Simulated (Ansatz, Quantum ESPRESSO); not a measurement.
# Band offsets of the AlP/GaP(110) superlattice, 5 + 5 layers, a = 5.4 Å, part 2 of 7

Aim: valence and conduction offsets of the AlP/GaP(110) superlattice, 5 + 5 layers, a = 5.4 Å from the line-up of mean potentials.

Quantum ESPRESSO 7.5; plane-wave DFT, LDA, GBRV ultrasoft pseudopotentials; cross-check by Ansatz 0.2.0 with PAW datasets.

So far. Step 3 (SCF with pw.x of bulk AlP): The run needed 8 iterations to bring the estimated error under 1e-07 Ry.

## 4. Bands along a path of bulk AlP

The density is frozen and the levels are solved along a path.

a.bands.in

```
&control
  prefix = 'a.bands'
  outdir = './out'
  pseudo_dir = './pseudo'
  calculation = 'bands'
/
&system
  ibrav = 0
  nat = 4
  ntyp = 2
  ecutwfc = 40
  ecutrho = 200
  occupations = 'smearing'
  smearing = 'fd'
  degauss = 0.002
  nbnd = 16
/
&electrons
  conv_thr = 1e-07
  mixing_beta = 0.5
  electron_maxstep = 120
/
ATOMIC_SPECIES
  Al  26.9815  al_lda_v1.uspp.F.UPF
  P   30.9738  p_lda_v1.5.uspp.F.UPF
CELL_PARAMETERS angstrom
  5.40000000000000 0.00000000000000 0.00000000000000
  0.00000000000000 3.81837661840736 0.00000000000000
  0.00000000000000 0.00000000000000 3.81837661840736
ATOMIC_POSITIONS crystal
  Al  0.000000000000 0.000000000000 0.000000000000
  P   0.250000000000 0.500000000000 0.000000000000
  Al  0.500000000000 0.500000000000 0.500000000000
  P   0.750000000000 0.000000000000 0.500000000000
K_POINTS crystal_b
6
  0.0000000000 0.0000000000 0.0000000000 20
  1.0000000000 0.0000000000 0.0000000000 1
  0.0000000000 0.0000000000 0.0000000000 20
  0.5000000000 0.0000000000 0.5000000000 1
  0.0000000000 0.0000000000 0.0000000000 20
  0.0000000000 0.5000000000 0.5000000000 1
```

Command:

```
> cp -r out/a.save out/a.bands.save
> cp out/a.xml out/a.bands.xml
> OMP_NUM_THREADS=1 mpirun -n 4 pw.x -nk 4 -in a.bands.in > a.bands.out
```

The log of the run:

```text
[banner, memory and clock lines left out]
Program PWSCF v.7.5 starts

          URL

     Atomic positions and unit cell read from directory:
     ./out/a.bands.save/

     Found identity + ( -0.5000 -0.5000 -0.5000) symmetry
     This is a supercell, fractional translations are disabled
     Message from routine setup:
     using ibrav=0 with symmetry is DISCOURAGED, use correct ibrav instead

     G-vector sticks info

     bravais-lattice index     =            0
     lattice parameter (alat)  =      10.2045  a.u.
     unit-cell volume          =     531.3099 (a.u.)^3
     number of atoms/cell      =            4
     number of atomic types    =            2
     number of electrons       =        16.00
     number of Kohn-Sham states=           16
     kinetic-energy cutoff     =      40.0000  Ry
     charge density cutoff     =     200.0000  Ry
     Exchange-correlation=  SLA  PZ   NOGX NOGC
                           (   1   1   0   0   0   0   0)

     celldm(1)=  10.204521  celldm(2)=   0.000000  celldm(3)=   0.000000
     celldm(4)=   0.000000  celldm(5)=   0.000000  celldm(6)=   0.000000

     crystal axes: (cart. coord. in units of alat)
               a(1) = (   1.000000   0.000000   0.000000 )
               a(2) = (   0.000000   0.707107   0.000000 )
               a(3) = (   0.000000   0.000000   0.707107 )

     reciprocal axes: (cart. coord. in units 2 pi/alat)
               b(1) = (  1.000000  0.000000  0.000000 )
               b(2) = (  0.000000  1.414214  0.000000 )
               b(3) = (  0.000000  0.000000  1.414214 )

     PseudoPot. # 1 for Al read from file:
     ./pseudo/al_lda_v1.uspp.F.UPF
     Pseudo is Ultrasoft + core correction, Zval =  3.0
     Generated by new atomic code, or converted to UPF format
     Using radial grid of  893 points,  3 beta functions with:
                l(1) =   0
                l(2) =   1
                l(3) =   2
     Q(r) pseudized with  8 coefficients,  rinner =    0.900   0.900   0.900
                                                       0.900   0.900

     PseudoPot. # 2 for P  read from file:
     ./pseudo/p_lda_v1.5.uspp.F.UPF
     Pseudo is Ultrasoft + core correction, Zval =  5.0
     Generated by new atomic code, or converted to UPF format
     Using radial grid of  903 points,  6 beta functions with:
                l(1) =   0
                l(2) =   0
                l(3) =   1
                l(4) =   1
                l(5) =   2
                l(6) =   2
     Q(r) pseudized with  8 coefficients,  rinner =    1.300   1.300   1.300
                                                       1.300   1.300

     atomic species   valence    mass     pseudopotential
     Al                3.00    26.98150     Al( 1.00)
     P                 5.00    30.97380     P ( 1.00)

      8 Sym. Ops. (no inversion) found

   Cartesian axes

     site n.     atom                  positions (alat units)
         1        Al     tau(   1) = (   0.0000000   0.0000000   0.0000000  )
         2        P      tau(   2) = (   0.2500000   0.3535534   0.0000000  )
         3        Al     tau(   3) = (   0.5000000   0.3535534   0.3535534  )
         4        P      tau(   4) = (   0.7500000   0.0000000   0.3535534  )

     number of k points=    63  Fermi-Dirac smearing, width (Ry)=  0.0020
                       cart. coord. in units 2pi/alat
        k(    1) = (   0.0000000   0.0000000   0.0000000), wk =   0.0317460
        k(    2) = (   0.0500000   0.0000000   0.0000000), wk =   0.0317460
        k(    3) = (   0.1000000   0.0000000   0.0000000), wk =   0.0317460
        k(    4) = (   0.1500000   0.0000000   0.0000000), wk =   0.0317460
        k(    5) = (   0.2000000   0.0000000   0.0000000), wk =   0.0317460
        k(    6) = (   0.2500000   0.0000000   0.0000000), wk =   0.0317460
        k(    7) = (   0.3000000   0.0000000   0.0000000), wk =   0.0317460
        k(    8) = (   0.3500000   0.0000000   0.0000000), wk =   0.0317460
        k(    9) = (   0.4000000   0.0000000   0.0000000), wk =   0.0317460
        k(   10) = (   0.4500000   0.0000000   0.0000000), wk =   0.0317460
        k(   11) = (   0.5000000   0.0000000   0.0000000), wk =   0.0317460
        k(   12) = (   0.5500000   0.0000000   0.0000000), wk =   0.0317460
        k(   13) = (   0.6000000   0.0000000   0.0000000), wk =   0.0317460
        k(   14) = (   0.6500000   0.0000000   0.0000000), wk =   0.0317460
        k(   15) = (   0.7000000   0.0000000   0.0000000), wk =   0.0317460
        k(   16) = (   0.7500000   0.0000000   0.0000000), wk =   0.0317460
        k(   17) = (   0.8000000   0.0000000   0.0000000), wk =   0.0317460
        k(   18) = (   0.8500000   0.0000000   0.0000000), wk =   0.0317460
        k(   19) = (   0.9000000   0.0000000   0.0000000), wk =   0.0317460
        k(   20) = (   0.9500000   0.0000000   0.0000000), wk =   0.0317460
        k(   21) = (   1.0000000   0.0000000   0.0000000), wk =   0.0317460
        k(   22) = (   0.0000000   0.0000000   0.0000000), wk =   0.0317460
        k(   23) = (   0.0250000   0.0000000   0.0353553), wk =   0.0317460
        k(   24) = (   0.0500000   0.0000000   0.0707107), wk =   0.0317460
        k(   25) = (   0.0750000   0.0000000   0.1060660), wk =   0.0317460
        k(   26) = (   0.1000000   0.0000000   0.1414214), wk =   0.0317460
        k(   27) = (   0.1250000   0.0000000   0.1767767), wk =   0.0317460
        k(   28) = (   0.1500000   0.0000000   0.2121320), wk =   0.0317460
        k(   29) = (   0.1750000   0.0000000   0.2474874), wk =   0.0317460
        k(   30) = (   0.2000000   0.0000000   0.2828427), wk =   0.0317460
        k(   31) = (   0.2250000   0.0000000   0.3181981), wk =   0.0317460
        k(   32) = (   0.2500000   0.0000000   0.3535534), wk =   0.0317460
        k(   33) = (   0.2750000   0.0000000   0.3889087), wk =   0.0317460
        k(   34) = (   0.3000000   0.0000000   0.4242641), wk =   0.0317460
        k(   35) = (   0.3250000   0.0000000   0.4596194), wk =   0.0317460
        k(   36) = (   0.3500000   0.0000000   0.4949747), wk =   0.0317460
        k(   37) = (   0.3750000   0.0000000   0.5303301), wk =   0.0317460
        k(   38) = (   0.4000000   0.0000000   0.5656854), wk =   0.0317460
        k(   39) = (   0.4250000   0.0000000   0.6010408), wk =   0.0317460
        k(   40) = (   0.4500000   0.0000000   0.6363961), wk =   0.0317460
        k(   41) = (   0.4750000   0.0000000   0.6717514), wk =   0.0317460
        k(   42) = (   0.5000000   0.0000000   0.7071068), wk =   0.0317460
        k(   43) = (   0.0000000   0.0000000   0.0000000), wk =   0.0317460
        k(   44) = (   0.0000000   0.0353553   0.0353553), wk =   0.0317460
[...]
-6.4681  -4.1941  -0.1432   2.5600   3.0402   4.2632   5.0460   5.0461
     6.8906   7.9997   8.8680   9.8417   9.8417   9.9500  13.5993  13.5994

          k = 0.1250 0.0000 0.1768 (  2272 PWs)   bands (ev):

    -6.4038  -4.2436  -0.0542   2.4174   3.0951   3.8844   4.9937   4.9938
     7.0256   8.3112   8.8611   9.9350   9.9350  10.2345  13.4662  13.4662

          k = 0.1500 0.0000 0.2121 (  2278 PWs)   bands (ev):

    -6.3259  -4.2981   0.0309   2.2954   3.1613   3.4855   4.9355   4.9355
     7.1645   8.6788   8.8045  10.0303  10.0303  10.5805  13.3573  13.3574

          k = 0.1750 0.0000 0.2475 (  2284 PWs)   bands (ev):

    -6.2352  -4.3552   0.0977   2.2139   3.0772   3.2379   4.8734   4.8735
     7.3097   8.7219   9.0889  10.1174  10.1174  10.9578  13.2887  13.2888

          k = 0.2000 0.0000 0.2828 (  2267 PWs)   bands (ev):

    -6.1323  -4.4130   0.1316   2.1904   2.6671   3.3243   4.8098   4.8098
     7.4634   8.6275   9.5274  10.1859  10.1860  11.3476  12.9306  13.1045

          k = 0.2250 0.0000 0.3182 (  2267 PWs)   bands (ev):

    -6.0182  -4.4696   0.1242   2.2351   2.2609   3.4192   4.7463   4.7463
     7.6262   8.5293   9.9766  10.2282  10.2282  11.7365  12.4587  12.6677

          k = 0.2500 0.0000 0.3536 (  2259 PWs)   bands (ev):

    -5.8942  -4.5238   0.0771   1.8631   2.3468   3.5213   4.6846   4.6846
     7.7975   8.4323  10.2411  10.2411  10.3982  12.0491  12.1122  12.2499

          k = 0.2750 0.0000 0.3889 (  2261 PWs)   bands (ev):

    -5.7618  -4.5745   0.0003   1.4780   2.5151   3.6290   4.6259   4.6259
     7.9745   8.3397  10.2267  10.2267  10.6680  11.8247  11.8539  12.4601

          k = 0.3000 0.0000 0.4243 (  2286 PWs)   bands (ev):

    -5.6231  -4.6208  -0.0937   1.1095   2.7262   3.7401   4.5713   4.5714
     8.1512   8.2536  10.1912  10.1912  10.5859  11.4831  11.9852  12.7625

          k = 0.3250 0.0000 0.4596 (  2282 PWs)   bands (ev):

    -5.4808  -4.6622  -0.1939   0.7617   2.9665   3.8521   4.5217   4.5217
     8.1756   8.3161  10.1422  10.1422  10.2939  11.1406  12.3887  13.0003

          k = 0.3500 0.0000 0.4950 (  2276 PWs)   bands (ev):

    -5.3385  -4.6984  -0.2919   0.4393   3.2243   3.9618   4.4776   4.4777
     8.1066   8.4457   9.9892  10.0871  10.0871  10.8301  12.8383  13.1628

          k = 0.3750 0.0000 0.5303 (  2276 PWs)   bands (ev):

    -5.2005  -4.7291  -0.3820   0.1477   3.4880   4.0657   4.4396   4.4397
     8.0474   8.4966   9.7656  10.0319  10.0319  10.5558  13.2315  13.2557

          k = 0.4000 0.0000 0.5657 (  2286 PWs)   bands (ev):

    -5.0725  -4.7543  -0.4601  -0.1069   3.7452   4.1596   4.4081   4.4082
     7.9985   8.4275   9.6799   9.9814   9.9814  10.3220  13.2984  13.4631

          k = 0.4250 0.0000 0.6010 (  2292 PWs)   bands (ev):

    -4.9612  -4.7738  -0.5232  -0.3171   3.9804   4.2392   4.3834   4.3834
     7.9602   8.2661   9.7113   9.9390   9.9390  10.1334  13.3119  13.4937

          k = 0.4500 0.0000 0.6364 (  2290 PWs)   bands (ev):

    -4.8741  -4.7877  -0.5696  -0.4752   4.1745   4.3000   4.3656   4.3656
     7.9326   8.0892   9.7883   9.9072   9.9072   9.9946  13.3119  13.4185

          k = 0.4750 0.0000 0.6718 (  2307 PWs)   bands (ev):

    -4.8182  -4.7961  -0.5979  -0.5738   4.3049   4.3382   4.3548   4.3549
     7.9161   7.9584   9.8551   9.8874   9.8875   9.9095  13.3085  13.3387

          k = 0.5000 0.0000 0.7071 (  2316 PWs)   bands (ev):

    -4.7989  -4.7989  -0.6074  -0.6074   4.3512   4.3512   4.3513   4.3513
     7.9105   7.9105   9.8808   9.8808   9.8808   9.8808  13.3068  13.3068

          k = 0.0000 0.0000 0.0000 (  2277 PWs)   bands (ev):

    -6.5839  -4.0927  -0.3423   2.9408   2.9408   5.1510   5.1511   5.1511
     6.5308   7.4596   8.5031   9.6412   9.6412   9.6412  13.9829  13.9830

          k = 0.0000 0.0354 0.0354 (  2277 PWs)   bands (ev):

    -6.5742  -4.0913  -0.3346   2.9097   2.9152   5.0887   5.1266   5.1267
     6.5845   7.5135   8.5694   9.6101   9.6782   9.6783  13.8869  13.9950

          k = 0.0000 0.0707 0.0707 (  2273 PWs)   bands (ev):

    -6.5451  -4.0873  -0.3119   2.8214   2.8440   4.9154   5.0562   5.0563
     6.7397   7.6704   8.7528   9.5202   9.7867   9.7868  13.6276  14.0310

          k = 0.0000 0.1061 0.1061 (  2273 PWs)   bands (ev):

    -6.4967  -4.0810  -0.2751   2.6888   2.7406   4.6612   4.9467   4.9468
     6.9826   7.9180   9.0165   9.3807   9.9594   9.9594  13.2695  14.0909

          k = 0.0000 0.1414 0.1414 (  2283 PWs)   bands (ev):

    -6.4294  -4.0730  -0.2257   2.5281   2.6210   4.3551   4.8076   4.8076
     7.2957   8.2413   9.2020   9.3187  10.1866  10.1866  12.8794  14.1748

          k = 0.0000 0.1768 0.1768 (  2285 PWs)   bands (ev):

    -6.3433  -4.0640  -0.1664   2.3552   2.4994   4.0180   4.6481   4.6482
     7.6626   8.6261   8.9991   9.6054  10.4586  10.4586  12.5233  13.8137

          k = 0.0000 0.2121 0.2121 (  2292 PWs)   bands (ev):

    -6.2392  -4.0550  -0.1012   2.1850   2.3872   3.6631   4.4768   4.4769
     8.0670   8.7796   9.0608   9.8096  10.7665  10.7665  12.2805  13.1944

          k = 0.0000 0.2475 0.2475 (  2280 PWs)   bands (ev):

    -6.1175  -4.0469  -0.0358   2.0310   2.2925   3.2990   4.3005   4.3006
     8.4902   8.5520   9.5363   9.8501  11.1031  11.1031  12.2377  12.6049

          k = 0.0000 0.2828 0.2828 (  2272 PWs)   bands (ev):

    -5.9792  -4.0403   0.0218   1.9067   2.2210   2.9309   4.1247   4.1247
     8.3224   8.9025   9.7068  10.0455  11.4625  11.4625  12.0743  12.3255

          k = 0.0000 0.3182 0.3182 (  2264 PWs)   bands (ev):

    -5.8253  -4.0361   0.0622   1.8251   2.1767   2.5623   3.9535   3.9535
     8.0951   9.2417   9.4451  10.5827  11.6644  11.7277  11.8402  11.8402

          k = 0.0000 0.3536 0.3536 (  2262 PWs)   bands (ev):

    -5.6573  -4.0346   0.0768   1.7964   2.1617   2.1962   3.7902   3.7903
     7.8732   9.1373   9.3852  11.1134  11.1768  11.4974  12.2328  12.2328

          k = 0.0000 0.3889 0.3889 (  2264 PWs)   bands (ev):

    -5.4769  -4.0361   0.0622   1.8251   1.8350   2.1767   3.6374   3.6374
     7.6590   8.8265   9.2417  10.5827  11.6644  11.7277  12.6377  12.6377

          k = 0.0000 0.4243 0.4243 (  2264 PWs)   bands (ev):

    -5.2866  -4.0403   0.0218   1.4816   1.9067   2.2210   3.4968   3.4969
     7.4546   8.5351   8.9025  10.0455  12.0743  12.3255  13.0532  13.0532

          k = 0.0000 0.4596 0.4596 (  2260 PWs)   bands (ev):

    -5.0894  -4.0469  -0.0358   1.1394   2.0310   2.2925   3.3702   3.3702
     7.2621   8.2747   8.4902   9.5363  12.6048  12.9370  13.4777  13.4777

          k = 0.0000 0.4950 0.4950 (  2264 PWs)   bands (ev):

    -4.8897  -4.0550  -0.1012   0.8129   2.1850   2.3872   3.2584   3.2585
     7.0845   8.0506   8.0670   9.0608  13.1944  13.5584  13.9101  13.9101

          k = 0.0000 0.5303 0.5303 (  2260 PWs)   bands (ev):

    -4.6931  -4.0640  -0.1664   0.5081   2.3552   2.4994   3.1626   3.1627
     6.9254   7.6626   7.8643   8.6261  13.8137  14.1853  14.3492  14.3493

          k = 0.0000 0.5657 0.5657 (  2270 PWs)   bands (ev):

    -4.5072  -4.0730  -0.2257   0.2330   2.5280   2.6210   3.0834   3.0834
     6.7888   7.2958   7.7153   8.2413  14.4435  14.7934  14.7934  14.8117

          k = 0.0000 0.6010 0.6010 (  2272 PWs)   bands (ev):

    -4.3420  -4.0810  -0.2750  -0.0022   2.6888   2.7406   3.0212   3.0213
     6.6783   6.9826   7.6019   7.9180  15.0631  15.2388  15.2389  15.4260

          k = 0.0000 0.6364 0.6364 (  2276 PWs)   bands (ev):

    -4.2096  -4.0873  -0.3119  -0.1849   2.8214   2.8440   2.9766   2.9767
     6.5971   6.7398   7.5224   7.6704  15.6375  15.6760  15.6760  15.9825

          k = 0.0000 0.6718 0.6718 (  2276 PWs)   bands (ev):

    -4.1229  -4.0913  -0.3346  -0.3019   2.9096   2.9152   2.9497   2.9498
     6.5475   6.5845   7.4752   7.5135  16.0707  16.0708  16.0896  16.2433

          k = 0.0000 0.7071 0.7071 (  2276 PWs)   bands (ev):

    -4.0927  -4.0927  -0.3423  -0.3423   2.9407   2.9407   2.9408   2.9408
     6.5309   6.5309   7.4596   7.4596  16.2728  16.2728  16.2728  16.2728

     XML data file, pseudopotentials, collected wavefunctions

                                        0.00s GPU  (    1210 calls)
```

Elapsed: 15 s, on 4 MPI ranks of Arm Neoverse V1, shared host; peak memory 0.22 GiB; 61 s of CPU time.

Numbers from this step:

```
valence top, on the run's zero       : 5.151 eV
conduction bottom, on the run's zero : 6.531 eV
gap by band count                    : 1.380 eV
```

Band numbers count within the set of bands kept for display; the cell holds two formula units, so the X point along 001 folds onto the zone centre. Electronic bands along the path, in eV, zero at the Fermi level, which the smearing puts inside the gap; v1 is the highest filled band, c1 the lowest empty one:

| point | v4 | v3 | v2 | v1 | c1 | c2 | c3 | c4 |
| --- | --- | --- | --- | --- | --- | --- | --- | --- |
| L | -1.48 | -1.48 | -1.48 | -1.48 | 2.08 | 2.08 | 4.05 | 4.05 |
| halfway | -3.48 | -2.31 | -1.14 | -1.14 | 1.97 | 2.60 | 4.41 | 4.41 |
| Γ | -2.89 | -0.68 | -0.68 | -0.68 | 0.70 | 1.63 | 2.67 | 3.81 |
| halfway | -3.67 | -3.63 | -2.04 | -2.04 | 2.04 | 3.31 | 3.56 | 5.28 |
| X | -2.89 | -2.89 | -2.89 | -2.89 | 0.70 | 0.70 | 1.63 | 1.63 |

## 5. Potential by pp.x of bulk AlP

plot_num = 11 writes the bare and Hartree potential, whose mean serves as the common reference.

a.pot.in

```
&inputpp
  prefix = 'a'
  outdir = './out'
  filplot = 'a.pot.dat'
  plot_num = 11
/
```

Command:

```
> OMP_NUM_THREADS=1 mpirun -n 4 pp.x -in a.pot.in > a.pot.out
```

The log of the run:

```text
[banner, memory and clock lines left out]
Program POST-PROC v.7.5 starts

          URL

     ./out/a.save/

     IMPORTANT: XC functional enforced from input :
     Exchange-correlation= PZ
                           (   1   1   0   0   0   0   0)
     Any further DFT definition will be discarded
     Please, verify this is what you really want

     Calling punch_plot, plot_num =  11
     Writing data to file  a.pot.dat
     Message from routine chdens:
     namelist plot not found or invalid, exiting
```

Run time: 0.82 s. Hardware: 4 MPI ranks; peak memory 0.09 GiB.

Electrostatic potential energy of an electron; zero at the Fermi level, which the smearing puts inside the gap. Potential energy, planar mean against z:

| z (Å) | potential energy, planar mean (eV) |
| --- | --- |
| 0.00 | -9.75 |
| 0.11 | -9.43 |
| 0.21 | -8.50 |
| 0.32 | -7.10 |
| 0.42 | -5.44 |
| 0.53 | -3.75 |
| 0.64 | -2.27 |
| 0.74 | -1.19 |
| 0.85 | -0.568 |
| 0.95 | -0.367 |
| 1.06 | -0.568 |
| 1.17 | -1.19 |
| 1.27 | -2.27 |
| 1.38 | -3.75 |
| 1.48 | -5.44 |
| 1.59 | -7.10 |
| 1.70 | -8.50 |
| 1.80 | -9.43 |
| 1.91 | -9.75 |
| 2.02 | -9.43 |
| 2.12 | -8.50 |
| 2.23 | -7.10 |
| 2.33 | -5.44 |
| 2.44 | -3.75 |
| 2.55 | -2.27 |
| 2.65 | -1.19 |
| 2.76 | -0.568 |
| 2.86 | -0.367 |
| 2.97 | -0.568 |
| 3.08 | -1.19 |
| 3.18 | -2.27 |
| 3.29 | -3.75 |
| 3.39 | -5.44 |
| 3.50 | -7.10 |
| 3.61 | -8.50 |
| 3.71 | -9.43 |

## 6. Macroscopic average of bulk AlP

average.x takes the planar mean and smooths it over a window of one repeat.

a.avg.in

```
1
a.pot.dat
1.0
40
3
7.2156860495
```

Command:

```
> OMP_NUM_THREADS=1 average.x < a.avg.in > a.avg.out
```

The log of the run:

```text
[banner, memory and clock lines left out]
Program AVERAGE v.7.5 starts

          URL

     Reading header from file  a.pot.dat
     Reading data from file  a.pot.dat
     Output written to file avg.dat

[...]
```

Elapsed: 0.49 s, on 1 MPI rank; peak memory 0.1 GiB.

Numbers from this step:

```
average.x's running mean over the crystal, on the run's own zero                  : 1.017 eV
mean potential by an exact Fourier window over the crystal, on the run's own zero : 1.017 eV
```

Electrostatic potential energy of an electron; zero at the Fermi level, which the smearing puts inside the gap; window 3.8184 Å. The potential energy, running mean stays at -4.81 eV for z from 0 to 3.72 Å.

[end of part 2 of 7]

[Logs are printed without paths, hosts, clocks, repeated set-up lines and the standing remarks that a program may print on its own settings, such as how far it seeks lower states.]

[Hosts, paths, dates, database ids (printed as entryN), source tags and the programs' standing remarks are cut or masked in the printed files.]

[Maps of the electrostatic potential energy from Ansatz leave out the sawtooth potential of an applied field or a dipole correction, so their vacuum need not be flat; planar profiles and work functions include it.]
